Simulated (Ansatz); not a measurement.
# Hf: equation of state with LDA

Hf:

```
Hf
1.0
    -1.80500    1.80500    1.80500
     1.80500   -1.80500    1.80500
     1.80500    1.80500   -1.80500
Hf
1
Direct
  0.00000 0.00000 0.00000
```

This isn't the form of Hf at room conditions, which is hcp.

| Quantity | Value |
| --- | --- |
| Program | Ansatz 0.2.0 |
| Task | equation of state |
| Functional | LDA |
| Potentials or basis | Ansatz PAW |
| Cutoff | 420 eV |
| Density cutoff | 1680 eV |
| k mesh | 10 × 10 × 10 |
| Occupations | fermi-dirac, width 0.05 eV |
| Spin | no spin polarisation |

* Equilibrium volume: 20.45 Å³/atom (rough: see the caveat)
* Bulk modulus: 115 GPa (rough)

Energy against volume, from the lowest point:
| volume (Å³/atom) | energy (meV/atom) |
| --- | --- |
| 22.112 | 0.00 |
| 22.582 | 25.68 |
| 23.052 | 56.26 |
| 23.523 | 91.28 |
| 23.993 | 130.34 |
| 24.464 | 173.02 |
| 24.934 | 218.97 |

All runs of the series together: 5.8 s on 2 threads of AMD EPYC 7R43 64-Core Processor (Zen 3), with other jobs on the host.

Caveat: the minimum lies outside the volumes run. The run has no spin-orbit coupling, so splittings on Hf are missing.
